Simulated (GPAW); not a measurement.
# HfC (Fm-3m) in GPAW: single point with PBEsol+U

Aim: the single point of HfC with PBEsol+U.

Program: GPAW 26.7.0. These are calculated values, not measurements. Logs are shortened: lines on timing, memory, paths and dates and some standing lists are left out, and cuts for length are marked. The log counts tension as positive stress, the text compression.

## Step 1: Starting point

The structure is cubic, space group Fm-3m (No. 225). Conventional cell: a = 4.650 Å, b = 4.650 Å, c = 4.650 Å, α = 90.00°, β = 90.00°, γ = 90.00°. Around Hf (site symmetry m-3m) lie 6 C at 2.32 Å. C (site symmetry m-3m) has 6 Hf at 2.32 Å as nearest neighbours.

## Step 2: Single point, PBEsol+U

run.py reads:

```python
from ase.dft.bandgap import bandgap
from ase.io import read, write
from ase.units import GPa
from gpaw import GPAW, PW, setup_paths

setup_paths.insert(0, '.')

atoms = read('HfC.cif')

calc = GPAW(mode=PW(600),
            xc='PBEsol',
            kpts={'size': (8, 8, 8), 'gamma': True},
            occupations={'name': 'fermi-dirac', 'width': 0.05},
            setups={'Hf': ':d,3.5'},
            nbands=18,
            convergence={'density': 1e-05, 'energy': 1e-05},
            maxiter=80,
            txt='gpaw.txt')
atoms.calc = calc
energy = atoms.get_potential_energy()
forces = atoms.get_forces()
stress = atoms.get_stress()
calc.write('gs.gpw')
write('result.traj', atoms)
print(f'Energy: {energy:.6f} eV')
print('Forces (eV/A):')
print(forces.round(4))
print('Stress (GPa):', (stress / GPa).round(3))
print('Fermi level:', round(calc.get_fermi_level(), 4), 'eV')
print(f'Gap: {bandgap(calc)[0]:.4f} eV, direct: {bandgap(calc, direct=True)[0]:.4f} eV')
```

HfC.cif reads:

```cif
data_HfC
_cell_length_a 3.28804653
_cell_length_b 3.28804653
_cell_length_c 3.28804653
_cell_angle_alpha 60.00000000
_cell_angle_beta 60.00000000
_cell_angle_gamma 60.00000000
_space_group_name_H-M_alt 'P1'
_space_group_name_Hall 'P 1'
_space_group_IT_number 1
loop_
_space_group_symop_operation_xyz
'x,y,z'
loop_
_atom_site_label
_atom_site_type_symbol
_atom_site_symmetry_multiplicity
_atom_site_Wyckoff_symbol
_atom_site_fract_x
_atom_site_fract_y
_atom_site_fract_z
_atom_site_occupancy
Hf1 Hf 1 a 0.5000000000 0.5000000000 0.5000000000 1
C1 C 1 a 0.0000000000 0.0000000000 0.0000000000 1
```

Potentials or basis: PAW data sets generated in the run's folder for this functional, pw.

Launch:

```
$ gpaw-setup -f PBEsol C Hf
$ OMP_NUM_THREADS=1 python run.py
```

gpaw.txt:

```text
__  _  _
 | _ |_)|_||  |
 |__||  | ||/\| - 26.7.0

Input parameters:
  mode=PW(ecut=600.0),
  convergence={'density': 1e-05, 'energy': 1e-05},
  kpts=MonkhorstPack(size=(8, 8, 8), gamma=True),
  maxiter=80,
  nbands=18,
  occupations=Occupations(name='fermi-dirac', width=0.05),
  setups={'Hf': ':d,3.5'},
  xc=XC(name='PBEsol')

Diagonalizing LCAO Hamiltonian
Converting LCAO to pw mode

                 Hf

       C

Atoms  # Å, Bohr magnetons
|   | symbol |        x |        y |        z |    initial magnetic moments |
|---|--------|----------|----------|----------|-----------------------------|
| 0 |     Hf | 3.288047 | 1.898355 | 1.342339 | ( 0.0000,  0.0000,  0.0000) |
| 1 |      C | 0.000000 | 0.000000 | 0.000000 | ( 0.0000,  0.0000,  0.0000) |

Unit cell  # Å
| periodic |        x |        y |        z |  lengths |    angles |
|----------|----------|----------|----------|----------|-----------|
|      yes | 3.288047 | 0.000000 | 0.000000 | 3.288047 | 60.000000 |
|      yes | 1.644023 | 2.847532 | 0.000000 | 3.288047 | 60.000000 |
|      yes | 1.644023 | 0.949177 | 2.684679 | 3.288047 | 60.000000 |

Number of symmetries: 48
Symmetry operations  # r_c * U_cc + t_c -> r_c
|    | kind |            matrix            |
|----|------|------------------------------|
|  0 |  σ   |  1, 0, 0,  1, 0,-1,  1,-1, 0 |
|  1 |  C2  |  1, 0, 0,  1,-1, 0,  1, 0,-1 |
|  2 |  E   |  1, 0, 0,  0, 1, 0,  0, 0, 1 |
|  3 |  σ   |  1, 0, 0,  0, 0, 1,  0, 1, 0 |
|  4 |  C4  |  1, 0,-1,  1, 0, 0,  1,-1, 0 |
|  5 |  S6  |  1, 0,-1,  1,-1, 0,  1, 0, 0 |
|  6 |  σ   |  1, 0,-1,  0, 1,-1,  0, 0,-1 |
|  7 |  C3  |  1, 0,-1,  0, 0,-1,  0, 1,-1 |
|  8 |  S6  |  1,-1, 0,  1, 0, 0,  1, 0,-1 |
|  9 |  C4  |  1,-1, 0,  1, 0,-1,  1, 0, 0 |
| 10 |  C3  |  1,-1, 0,  0,-1, 1,  0,-1, 0 |
| 11 |  σ   |  1,-1, 0,  0,-1, 0,  0,-1, 1 |
| 12 |  σ   |  0, 1, 0,  1, 0, 0,  0, 0, 1 |
| 13 |  C4  |  0, 1, 0,  0, 1,-1, -1, 1, 0 |
| 14 |  C3  |  0, 1, 0,  0, 0, 1,  1, 0, 0 |
| 15 |  S6  |  0, 1, 0, -1, 1, 0,  0, 1,-1 |
| 16 |  C2  |  0, 1,-1,  1, 0,-1,  0, 0,-1 |
| 17 |  σ   |  0, 1,-1,  0, 1, 0, -1, 1, 0 |
| 18 |  S4  |  0, 1,-1,  0, 0,-1,  1, 0,-1 |
| 19 |  C4  |  0, 1,-1, -1, 1, 0,  0, 1, 0 |
| 20 |  C3  |  0, 0, 1,  1, 0, 0,  0, 1, 0 |
| 21 |  σ   |  0, 0, 1,  0, 1, 0,  1, 0, 0 |
| 22 |  S6  |  0, 0, 1,  0,-1, 1, -1, 0, 1 |
| 23 |  C4  |  0, 0, 1, -1, 0, 1,  0,-1, 1 |
| 24 |  S4  |  0, 0,-1,  1, 0,-1,  0, 1,-1 |
| 25 |  C3  |  0, 0,-1,  0, 1,-1,  1, 0,-1 |
| 26 |  C2  |  0, 0,-1,  0,-1, 0, -1, 0, 0 |
| 27 |  S6  |  0, 0,-1, -1, 0, 0,  0,-1, 0 |
| 28 |  S4  |  0,-1, 1,  1,-1, 0,  0,-1, 0 |
| 29 |  C4  |  0,-1, 1,  0, 0, 1, -1, 0, 1 |
| 30 |  C2  |  0,-1, 1,  0,-1, 0,  1,-1, 0 |
| 31 |  σ   |  0,-1, 1, -1, 0, 1,  0, 0, 1 |
| 32 |  C3  |  0,-1, 0,  1,-1, 0,  0,-1, 1 |
| 33 |  S6  |  0,-1, 0,  0, 0,-1, -1, 0, 0 |
| 34 |  S4  |  0,-1, 0,  0,-1, 1,  1,-1, 0 |
| 35 |  C2  |  0,-1, 0, -1, 0, 0,  0, 0,-1 |
| 36 |  C2  | -1, 1, 0,  0, 1, 0,  0, 1,-1 |
| 37 |  S6  | -1, 1, 0,  0, 1,-1,  0, 1, 0 |
| 38 |  S4  | -1, 1, 0, -1, 0, 1, -1, 0, 0 |
| 39 |  C3  | -1, 1, 0, -1, 0, 0, -1, 0, 1 |
| 40 |  S6  | -1, 0, 1,  0, 0, 1,  0,-1, 1 |
| 41 |  C2  | -1, 0, 1,  0,-1, 1,  0, 0, 1 |
| 42 |  C3  | -1, 0, 1, -1, 1, 0, -1, 0, 0 |
| 43 |  S4  | -1, 0, 1, -1, 0, 0, -1, 1, 0 |
| 44 |  C2  | -1, 0, 0,  0, 0,-1,  0,-1, 0 |
| 45 |  i   | -1, 0, 0,  0,-1, 0,  0, 0,-1 |
| 46 |  σ   | -1, 0, 0, -1, 1, 0, -1, 0, 1 |
| 47 |  C2  | -1, 0, 0, -1, 0, 1, -1, 1, 0 |

BZ-sampling:
  Number of BZ points: 512
  Number of IBZ points: 29

  Monkhorst-Pack size: [8, 8, 8]
  Monkhorst-Pack shift: [0.0625, 0.0625, 0.0625]

K-points  # in reciprocal-cell coordinates
|     |                                coordinates |     weight |
|-----|--------------------------------------------|------------|
|   0 | (  0.00000000,   0.00000000,   0.00000000) | 0.00195312 |
|   1 | (  0.12500000,   0.12500000,   0.00000000) | 0.01171875 |
|   2 | (  0.12500000,   0.12500000,   0.12500000) | 0.01562500 |
|   3 | (  0.25000000,   0.12500000,   0.12500000) | 0.02343750 |
|   4 | (  0.25000000,   0.25000000,   0.00000000) | 0.01171875 |
|   5 | (  0.25000000,   0.25000000,   0.12500000) | 0.04687500 |
|   6 | (  0.25000000,   0.25000000,   0.25000000) | 0.01562500 |
|   7 | (  0.37500000,   0.25000000,  -0.37500000) | 0.04687500 |
|   8 | (  0.37500000,   0.25000000,   0.12500000) | 0.04687500 |
|   9 | (  0.37500000,   0.25000000,   0.25000000) | 0.04687500 |
| ... |                                            |            |
|  28 | (  0.50000000,   0.50000000,   0.50000000) | 0.00781250 |

Plane wave coefficients: 869
Cutoff: 600.0 eV

Spin-components: 1 (collinear spins)
Bands:           18
Projectors:      11
Spin-degeneracy: 2
Datatype:        complex128

Density:
  Valence electrons: 16.0
  Components: 1
  Grid points: [20 20 20]
  Charge: 0.0  # |e|

Potential:
  Grid points: [20 20 20]

species:
  Hf:
    name:    Hafnium
    Z:       72.0
    valence: 12
    core:    60
    charge:  0.0  # [|e|]
    Hubbard: {U: 3.5,  # eV
              l: 2,
              scale: True}
    compensation charges:
      type: gauss
      rc: 0.41  # [Å]
      lmax: 2
    cutoffs:
      filter: 2.36  # [Å]
      core: 4.02  # [Å]
    projectors
    | kind |    occ | energy [eV] | rcut [Å] |
    |------|--------|-------------|----------|
    |   5s |  2.000 |     -66.855 |    1.397 |
    |   6s |  2.000 |      -5.120 |    1.397 |
    |   5p |  6.000 |     -35.615 |    1.307 |
    |   6p |  0.000 |      -1.375 |    1.307 |
    |   5d |  2.000 |      -2.724 |    1.334 |
    |    d |        |      24.487 |    1.334 |

    Using partial waves for Hf as LCAO basis

  C:
    name:    Carbon
    Z:       6.0
    valence: 4
    core:    2
    charge:  0.0  # [|e|]
    compensation charges:
      type: gauss
      rc: 0.20  # [Å]
      lmax: 2
    cutoffs:
      filter: 1.14  # [Å]
      core: 1.14  # [Å]
    projectors
    | kind |    occ | energy [eV] | rcut [Å] |
    |------|--------|-------------|----------|
    |   2s |  2.000 |     -13.648 |    0.635 |
    |   2p |  2.000 |      -5.232 |    0.635 |
    |    s |        |      13.563 |    0.635 |
    |    p |        |      21.979 |    0.635 |
    |    d |        |       0.000 |    0.635 |

    Using partial waves for C as LCAO basis

Reference energy: -410785.337283  # eV

eigensolver:
  PPCG
  Converge bands: occupied
  niter=2

density mixing:
  MSR1-Mixer
  Pratt-step length: 0.05
  Maximum mixing coefficient: 0.75
  Old densities: 10
  SVD Regularization: 0.005
  Good broyden scale: 1.0
  Trust region scale: 1.0
  Backstep threshold: 4.0
  History deletion threshold: 6.0
  Fourier metric: weight=20.0, sigma=0.015

occupation numbers:
  Fermi-Dirac:
    width: 0.0500  # eV

poisson solver:
  ecut: 4800.0  # eV

xc functional:
  name: PBEsol with 2 nearest neighbor stencil

convergence criteria:
- Maximum integral of absolute [dens]ity change: 1e-05 electrons / valence electron
- Maximum [total energy] change in last 3 cyles: 1e-05 eV / valence electron
- Maximum integral of absolute [eigenst]ate change: 4e-08 eV^2 / valence electron
maximum number of iterations: 80

SCF iterations
|iter     | |      energy | eigst |  dens |
|---------|-|-------------|-------|-------|
|iter:   1| |  -19.274467 | -0.32 |       |
|iter:   2| |  -18.533408 | -2.52 | -0.76 |
|iter:   3| |  -16.724770 | -1.45 | -0.82 |
|iter:   4| |  -16.753926 | -3.05 | -1.55 |
|iter:   5| |  -16.780187 | -3.23 | -1.79 |
|iter:   6| |  -16.781249 | -4.69 | -2.64 |
|iter:   7| |  -16.781420 | -5.66 | -3.21 |
|iter:   8| |  -16.781441 | -6.35 | -3.67 |
|iter:   9| |  -16.781441c| -7.73c| -4.77 |
|iter:  10| |  -16.781441c| -8.34c| -5.16c|

Converged in 10 steps
Energy contributions relative to reference atoms: (reference = -410785.337283)

Energy contributions:
  Kinetic:          17.945691
  Coulomb:         -18.944920
  Zero:             -0.334166
  External:          0.000000
  Xc:              -15.447144
  Entropy:          -0.001805
  Spinorbit:         0.000000
  ----------------------------
  Free energy:     -16.782344
  Extrapolated:    -16.781441

dipole moment: (-13.057155, -7.538552, -5.330561)  # |e|*Ang

Fermi level: 11.339
Eigenvalues  # (at kpt = [0.000, 0.000, 0.000])
| band index |      eig [eV] | occ [0-2] |
|------------|---------------|-----------|
|          0 |       -50.503 |     2.000 |
|          1 |       -19.108 |     2.000 |
|          2 |       -19.108 |     2.000 |
|          3 |       -19.108 |     2.000 |
|          4 |        -1.206 |     2.000 |
|          5 |        12.272 |     0.000 |
|          6 |        12.272 |     0.000 |
|          7 |        12.272 |     0.000 |
|          8 |        13.397 |     0.000 |
|          9 |        13.397 |     0.000 |
|         10 |        13.397 |     0.000 |
|         11 |        14.860 |     0.000 |
|         12 |        14.860 |     0.000 |
|        ... |               |           |
|         17 |        35.994 |     0.000 |

No gap
No difference between direct/indirect transitions

Forces  # eV/Ang
|       x |        y |        z |
|---------|----------|----------|
| 0.00000 | -0.00000 |  0.00000 |  # Hf   0
| 0.00000 | -0.00000 | -0.00000 |  # C    1

Stress tensor  # eV/Ang^3
|         x |         y |         z |
|-----------|-----------|-----------|
| -0.048530 |  0.000000 |  0.000000 |
|  0.000000 | -0.048530 | -0.000000 |
|  0.000000 | -0.000000 | -0.048530 |

# Writing to gs.gpw (mode='')
```

It took 14 s on 1 thread of Arm Neoverse V1, shared host; peak memory 0.17 GiB.

What came out:

```yaml
Free_energy: -16.7823 eV
Pressure: 7.8 GPa
Band_gap_on_the_k_mesh: none (metal or under the smearing width)
```

Levels at points of the mesh, in eV from the Fermi level:
| k point | band 4 | band 5 | band 6 | band 7 | band 8 | band 9 | band 10 | band 11 | band 12 | band 13 |
| --- | --- | --- | --- | --- | --- | --- | --- | --- | --- | --- |
| (0.00, 0.00, 0.00) | -30.45 | -12.55 | 0.93 | 0.93 | 0.93 | 2.06 | 2.06 | 2.06 | 3.52 | 3.52 |
| (0.50, 0.50, 0.00) | -30.67 | -10.42 | -2.94 | -1.37 | -0.27 | -0.27 | 5.50 | 7.85 | 7.85 | 7.91 |
| (0.50, 0.50, 0.50) | -30.52 | -8.68 | -6.29 | -2.92 | -2.92 | 6.10 | 6.23 | 6.23 | 6.38 | 11.54 |

Caveat: the cutoff is short for stress and forces, so pressures can be off by a GPa or more; U without spin polarisation on a metal has little footing; the U is typed as a test and isn't derived for this compound. Spin-orbit coupling is left out, which matters for the levels of Hf.
